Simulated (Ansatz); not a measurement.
Molecular dynamics on a 2×2×2 supercell (16 atoms) of NaCl (zincblende), relaxed with r2SCAN. Forces come from PBE in Ansatz: a Nosé-Hoover thermostat at fixed volume, 1300 K, steps of 1.5 fs. Classical nuclei, no spin polarisation; a few dozen steps show the first response, not equilibrium. The structure comes from a prototype and may be hypothetical.

```yaml
crystal:
  lattice:
    - [0.0, 6.174545555, 6.174545555]
    - [6.174545555, 0.0, 6.174545555]
    - [6.174545555, 6.174545555, 0.0]
  atoms:
    - { symbol: Na, position: [0.0, 0.0, 0.0] }
    - { symbol: Cl, position: [0.125, 0.125, 0.125] }
    - { symbol: Na, position: [0.0, 0.0, 0.5] }
    - { symbol: Cl, position: [0.125, 0.125, 0.625] }
    - { symbol: Na, position: [0.0, 0.5, 0.0] }
    - { symbol: Cl, position: [0.125, 0.625, 0.125] }
    - { symbol: Na, position: [0.0, 0.5, 0.5] }
    - { symbol: Cl, position: [0.125, 0.625, 0.625] }
    - { symbol: Na, position: [0.5, 0.0, 0.0] }
    - { symbol: Cl, position: [0.625, 0.125, 0.125] }
    - { symbol: Na, position: [0.5, 0.0, 0.5] }
    - { symbol: Cl, position: [0.625, 0.125, 0.625] }
    - { symbol: Na, position: [0.5, 0.5, 0.0] }
    - { symbol: Cl, position: [0.625, 0.625, 0.125] }
    - { symbol: Na, position: [0.5, 0.5, 0.5] }
    - { symbol: Cl, position: [0.625, 0.625, 0.625] }
kpoints:
  mp_grid: { grid: [2, 2, 2] }
hamiltonian:
  xc: pbe
scf:
  occupations: { method: fermi_dirac, width: 0.112 }
md:
  ensemble: nvt_nose_hoover
  temperature: 1300
  timestep: 1.5
  n_steps: 30
  initial_velocities: maxwell_boltzmann
  seed: 5426
```

Run as `ansatz run input.yaml --threads 4 --pin off --max-ram 3686MiB --backend cpu --events-out ev --progress --plain --runs-dir out`.

**Question.** What wall time did it need on 4 threads of Arm Neoverse N1 (shared host), load about 0.9 per core, and what peak of host memory did it reach?

**Answer.** About 2.3 min, with a peak of 1.3 GiB.

```csv
step,t (fs),T (K),free energy F from step 0 (meV/atom),kinetic energy (meV/atom),largest force (eV/Å)
0,0,1300,0.0,157.5,0.00
1,1.5,1298,0.3,157.2,0.07
2,3,1290,1.2,156.4,0.14
3,4.5,1278,2.6,154.9,0.21
4,6,1262,4.7,152.9,0.28
5,7.5,1241,7.2,150.4,0.36
6,9,1216,10.2,147.3,0.43
7,10.5,1187,13.7,143.8,0.50
8,12,1155,17.7,139.9,0.57
9,13.5,1119,22.0,135.7,0.64
10,15,1082,26.6,131.1,0.71
11,16.5,1042,31.4,126.3,0.78
12,18,1001,36.4,121.3,0.85
13,19.5,959,41.5,116.3,0.91
14,21,918,46.7,111.2,0.97
15,22.5,877,51.7,106.3,1.03
16,24,838,56.6,101.5,1.10
17,25.5,800,61.2,97.0,1.15
18,27,766,65.5,92.8,1.20
19,28.5,734,69.4,89.0,1.23
20,30,707,72.9,85.7,1.26
21,31.5,683,75.9,82.8,1.27
22,33,664,78.4,80.5,1.28
23,34.5,650,80.4,78.7,1.27
24,36,639,81.9,77.4,1.25
25,37.5,633,82.8,76.7,1.22
26,39,630,83.4,76.4,1.18
27,40.5,631,83.5,76.5,1.14
28,42,635,83.3,76.9,1.09
29,43.5,641,82.8,77.7,1.06
30,45,650,82.1,78.7,1.02
```

The temperature starts at 1300 K, is lowest at step 26 (630 K, 39 fs) and ends at 650 K. The thermostat hasn't had time to restore it. The atoms start on their lattice sites with kinetic energy alone, so much of it first passes into potential energy. By the last step the atoms have moved 0.37 Å in the root mean square, the drift of the whole cell taken out, 0.70 Å at most.

Positions (Å) and forces (eV/Å) at step 30:
```
Na  -0.504  -0.203  -0.172     0.660   0.243  -0.236
Cl   1.175   1.702   0.984    -0.099  -0.387   0.444
Na   3.235   2.799   0.043    -0.048   0.090  -0.427
Cl   4.562   4.457   1.388    -0.060  -0.111   0.967
Na   2.833   0.246   3.300    -0.252  -0.305  -0.780
Cl   4.650   1.495   4.377    -0.001   0.584   0.288
Na   6.466   3.123   3.375    -0.207  -0.017  -0.290
Cl   7.718   4.827   4.831     0.184  -0.196   0.086
Na   0.053   3.160   2.958     0.500  -0.161   0.060
Cl   1.346   4.610   4.702     0.580  -0.040  -0.001
Na   3.074   6.118   3.078     0.251  -0.414   0.405
Cl   5.030   7.759   4.576    -0.899  -0.003  -0.407
Na   3.374   2.847   6.492     0.005   0.326  -0.448
Cl   4.624   4.575   7.963    -0.524   0.780  -0.397
Na   6.316   6.535   6.203    -0.041  -0.733   0.528
Cl   7.845   7.670   7.851    -0.049   0.342   0.207
```
